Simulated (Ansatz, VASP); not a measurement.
# In in VASP and in Ansatz

File INCAR:

```
PREC = Accurate
ENCUT = 520
EDIFF = 1E-6
ISMEAR = 0
SIGMA = 0.1
LREAL = F
LASPH = T
NELM = 100
ALGO = Normal
ISIF = 2
LWAVE = F
LCHARG = F
GGA = PE
NBANDS = 34
```

The input KPOINTS:

```
regular mesh
0
Gamma
  15 15 4
```

Contents of POSCAR:

```
In
1.0
    3.2196695150      0.0000000000      0.0000000000
   -1.6098347575      2.7883155918      0.0000000000
    0.0000000000      0.0000000000     10.9848153613
In
4
Direct
    0.0000000000      0.0000000000     -0.0027778528
    0.3333333300      0.6666666700      0.2527778528
    0.0000000000      0.0000000000      0.4972221472
    0.6666666700      0.3333333300      0.7527778528
```

Input for Ansatz:

```yaml
crystal:
  lattice:
    - [3.219669515, 0.0, 0.0]
    - [-1.6098347575, 2.7883155918, 0.0]
    - [0.0, 0.0, 10.9848153613]
  atoms:
    - { symbol: In, position: [0.0, 0.0, -0.0027778528] }
    - { symbol: In, position: [0.33333333, 0.66666667, 0.2527778528] }
    - { symbol: In, position: [0.0, 0.0, 0.4972221472] }
    - { symbol: In, position: [0.66666667, 0.33333333, 0.7527778528] }
basis:
  ecutwfc: 420
kpoints:
  mp_grid: { grid: [15, 15, 4] }
hamiltonian:
  xc: pbe
scf:
  occupations: { method: gaussian, width: 0.1 }
output:
  forces: true
  stress: true
  eigenvalues: true
```

Alike in both runs: task single point; functional PBE; k mesh 15 × 15 × 4; occupations gaussian, width 0.1 eV; no spin polarisation.

```csv
,VASP,Ansatz
version,VASP 6.6.1,Ansatz 0.2.0
potentials or method,"VASP PAW PBE potentials, release 64 (In_d)","scalar-relativistic, plane waves, PAW"
plane-wave cutoff (eV),520,420
valence electrons in the cell,52,52
```

|  | VASP | Ansatz | Ansatz less VASP |
| --- | --- | --- | --- |
| gap on the k mesh at the Fermi level (eV) | none | none | - |
| pressure (GPa) | 5.2 | 5.3 | +0.04 |
| largest component of the traceless stress (GPa) | 0.97 | 0.96 | -0.006 |
| rms of the force components (eV/Å) | 0.119 | 0.118 | -0.0001 |

Atom by atom the forces differ by 0.000 eV/Å (rms over components). A gap of «none» marks a metal or a gap that the smearing closes.
